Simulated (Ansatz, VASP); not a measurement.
One calculation of Al, two programs

File POSCAR:

```
Al
1.0
    2.7217600000      0.0000000000      0.0000000000
    0.0000000000      2.7217600000      0.0000000000
    0.0000000000      0.0000000000      2.7217600000
Al
1
Direct
    0.0000000000      0.0000000000      0.0000000000
```

INCAR.step1

```
SYSTEM = Al
ALGO = Normal
EDIFF = 1E-5
ENCUT = 600
GGA = PE
ISMEAR = -1
LASPH = .TRUE.
LCHARG = .FALSE.
LREAL = .FALSE.
LWAVE = .TRUE.
NBANDS = 8
NELM = 100
PREC = Accurate
SIGMA = 0.05
```

Contents of INCAR.step2:

```
SYSTEM = Al
AEXX = 0.25
ALGO = Normal
EDIFF = 1E-6
EDIFFG = -0.01
ENCUT = 600
GGA = PS
IBRION = 2
ISIF = 3
ISMEAR = -1
ISTART = 1
LASPH = .TRUE.
LCHARG = .FALSE.
LHFCALC = .TRUE.
LREAL = .FALSE.
LWAVE = .FALSE.
NELM = 100
NSW = 60
PREC = Accurate
PRECFOCK = Normal
SIGMA = 0.05
```

KPOINTS

```
k-points
0
G
  5 5 5
  0 0 0
```

The input input.yaml:

```yaml
crystal:
  lattice:
    - [2.72176, 0.0, 0.0]
    - [0.0, 2.72176, 0.0]
    - [0.0, 0.0, 2.72176]
  atoms:
    - { symbol: Al, position: [0.0, 0.0, 0.0] }
hamiltonian:
  xc: { exchange: pbesol, correlation: pbesol, exx: { coeff: 0.25 } }
  pseudopotentials: { kind: paw }
kpoints:
  mp_grid: { grid: [5, 5, 5] }
scf:
  occupations: { method: fermi_dirac, width: 0.05 }
output:
  forces: true
  stress: true
  eigenvalues: true
relax:
  f_tol: 0.01
  max_steps: 40
  cell: { stress_tol: 0.05 }
```

The cell was built by a generator and needn't be a form met in nature.

Alike in both runs: task relaxation of cell and atoms; functional PBEsol-based global hybrid; k mesh 5 × 5 × 5; occupations fermi-dirac, width 0.05 eV; no spin polarisation.

```csv
,VASP,Ansatz
version,VASP 6.6.1,Ansatz 0.2.0
potentials or method,"VASP PAW PBE potentials, release 64 (Al)",Ansatz PAW
plane-wave cutoff (eV),600,420
valence electrons in the cell,3,3
```

```csv
,VASP,Ansatz,Ansatz less VASP
"gap on the k mesh at the Fermi level, each at its own relaxed structure (eV)",none,none,-
relaxed volume (Å³/atom),19.53,19.57,+0.036
relaxed cell length with the largest relative difference (Å),2.693,2.695,+0.0017
energy change over the relaxation (meV/atom),-4,-4,+0.3
```

A gap of «none» marks a metal or a gap that the smearing closes.

Caveats: the k mesh is coarse (spacing up to 0.46 Å⁻¹), so the values aren't converged (VASP); the PAW data sets were made with another functional, which shifts forces and pressure a little (VASP); the k mesh is coarse (spacing up to 0.46 Å⁻¹), so the values aren't converged, least of all with exact exchange (Ansatz); the plane-wave basis is chosen anew once the cell has moved, so the energies of steps on either side of that aren't comparable (Ansatz); the PAW data sets come from PBE, with cores solved anew for the run's functional, which leaves a small shift of forces and pressure (Ansatz).
